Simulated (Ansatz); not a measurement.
**Se: stress in a strained cell**

Aim: deform Se (zz strain of -1 %) and compute stress, forces and field gradients with LAPW, PAW and all-electron datasets made for the crystal.

Method: DFT PBEsol, scalar-relativistic, in Ansatz 0.2.0.

### Step 1. Starting point

Symmetry: P3_221, No. 154, trigonal system. The conventional cell has a = 4.355 Å, b = 4.355 Å, c = 4.949 Å, α = 90.00°, β = 90.00°, γ = 120.00°. Se (site symmetry 2) is surrounded by 2 Se at 2.32 Å.

As a file:

```cif
data_structure
_symmetry_space_group_name_H-M 'P 1'
_symmetry_Int_Tables_number 1
_cell_length_a 4.3552
_cell_length_b 4.3552
_cell_length_c 4.9495
_cell_angle_alpha 90.000
_cell_angle_beta 90.000
_cell_angle_gamma 120.000
_cell_volume 81.30
loop_
_atom_site_label
_atom_site_type_symbol
_atom_site_fract_x
_atom_site_fract_y
_atom_site_fract_z
_atom_site_occupancy
Se1 Se 0.21700 0.00000 0.16667 1
Se2 Se 0.00000 0.21700 0.83333 1
Se3 Se 0.78300 0.78300 0.50000 1
```

Atoms are numbered in the order of the input: Se1, Se2, Se3.

### Step 2. The deformed structure

Space group P3_221 before, P3_221 after.

### Step 3. LAPW, all electrons

input.yaml

```yaml
crystal:
  lattice:
    - [4.3551696776, 0.0, 0.0]
    - [-2.1775848388, 3.7716875786, 0.0]
    - [0.0, 0.0, 4.8999555]
  atoms:
    - { symbol: Se, position: [0.217, 0.0, 0.1666666667] }
    - { symbol: Se, position: [0.0, 0.217, 0.8333333333] }
    - { symbol: Se, position: [0.783, 0.783, 0.5] }
kpoints:
  mp_grid: { grid: [8, 8, 6] }
  band_path:
    path:
      - [0.0, 0.0, 0.0]
      - [0.5, 0.0, 0.0]
      - [0.3333333333, 0.3333333333, 0.0]
      - [0.0, 0.0, 0.0]
      - [0.0, 0.0, 0.5]
      - [0.5, 0.0, 0.5]
      - [0.3333333333, 0.3333333333, 0.5]
      - [0.0, 0.0, 0.5]
      - [0.5, 0.0, 0.5]
    npoints: 5
scf:
  occupations: { method: fermi_dirac, width: 0.02 }
hamiltonian:
  xc: pbesol
  pseudopotentials: { kind: all_electron, lapw: { basis_error: 0.001 } }
output:
  forces: true
  stress: true
  eigenvalues: true
```

Launch:

```
ansatz run input.yaml --threads 1 --pin off --max-ram 4096MiB --backend cpu --events-out ev --progress --plain --runs-dir out
```

### Step 4. PAW on the default files

input.yaml

```yaml
crystal:
  lattice:
    - [4.3551696776, 0.0, 0.0]
    - [-2.1775848388, 3.7716875786, 0.0]
    - [0.0, 0.0, 4.8999555]
  atoms:
    - { symbol: Se, position: [0.217, 0.0, 0.1666666667] }
    - { symbol: Se, position: [0.0, 0.217, 0.8333333333] }
    - { symbol: Se, position: [0.783, 0.783, 0.5] }
kpoints:
  mp_grid: { grid: [8, 8, 6] }
scf:
  occupations: { method: fermi_dirac, width: 0.02 }
hamiltonian:
  xc: pbesol
  pseudopotentials: { kind: paw }
output:
  forces: true
  stress: true
  eigenvalues: true
  efg: { contact_densities: true }
```

### Step 5. Datasets made for this crystal

input.yaml, as its differences from that of step 4:

```diff
@@ -15,3 +15,3 @@
   xc: pbesol
-  pseudopotentials: { kind: paw }
+  pseudopotentials: { kind: all_electron, datasets: crystal }
 output:
```

(Steps that only read results are left out.)

Before running it: what results should come out? Wanted: pressure; largest shear or deviatoric stress.

The runs gave:

| quantity | value |
| --- | --- |
| pressure | LAPW 3.83, PAW 3.84, crystal datasets 3.83 GPa |
| largest shear or deviatoric stress (LAPW) | 2.11 GPa |

The largest part of the stress beyond the pressure is 2.11 GPa in size, in the zz component; the atoms are carried along and not relaxed. No run of the undeformed cell stands beside it, so pressure and stress hold what the given cell had before the change, as far as its symmetry allows. PAW: stress within 0.01 GPa of LAPW, forces within 5 meV/Å. Crystal datasets: stress within 0.01 GPa of LAPW, forces within 1 meV/Å.
